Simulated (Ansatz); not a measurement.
A run of Ansatz 0.2.0 is set up as follows.

input.yaml

```yaml
crystal:
  lattice:
    - [1.5054695445, 0.8691832468, 2.4399269062]
    - [-1.5054695445, 0.8691832468, 2.4399269062]
    - [0.0, -1.7383664936, 2.4399269062]
  atoms:
    - { symbol: Co, position: [0.0, 0.0, 0.0], spin: 2.0 }
    - { symbol: O, position: [0.5, 0.5, 0.5] }
hamiltonian:
  xc: pbesol
  pseudopotentials: { kind: paw }
  hubbard: { sites: [{ species: Co, l: d, u_eff: 1.0 }] }
magnetization:
  spin_polarized: true
kpoints:
  mp_grid: { grid: [11, 11, 11] }
  band_path:
    path:
      - [[0.0, 0.0, 0.0], [0.5, 0.0, 0.0], [0.5, 0.2512681158, -0.2512681158]]
      - [[0.7487318842, 0.5, 0.2512681158], [0.5, 0.5, 0.5], [0.0, 0.0, 0.0], [0.3756340579, 0.0, -0.3756340579]]
      - [[0.6243659421, 0.3756340579, 0.0], [0.5, 0.5, 0.0], [0.6243659421, 0.6243659421, 0.2512681158], [0.5, 0.5, 0.5]]
      - [[0.5, 0.0, 0.0], [0.7487318842, 0.3756340579, 0.3756340579]]
    npoints: 14
scf:
  occupations: { method: fermi_dirac, width: 0.05 }
  n_extra_bands: 6
output:
  forces: true
  stress: true
  eigenvalues: true
  fatbands: false
```

Potentials or basis: Ansatz PAW.

Command:

```console
$ ansatz run input.yaml --threads 2 --pin off --max-ram 5632MiB --backend cpu --events-out ev --progress --plain --runs-dir out
```

(1) Estimate the net moment.

(2) What does it give for the pressure?

(3) What does it give for the absolute moment?

## Answers

(1) 2.96 μB per cell.

(2) -3.8 GPa.

(3) 2.97 μB per cell.

Caveat: the magnetic or orbital state may not be the lowest; the pressure holds a Pulay correction of +0.8 GPa for the finite cutoff; a cell with one magnetic atom can't hold antiferromagnetic order, which such compounds often take; the PAW data sets come from PBE, with cores solved anew for the run's functional, which leaves a small shift of forces and pressure.
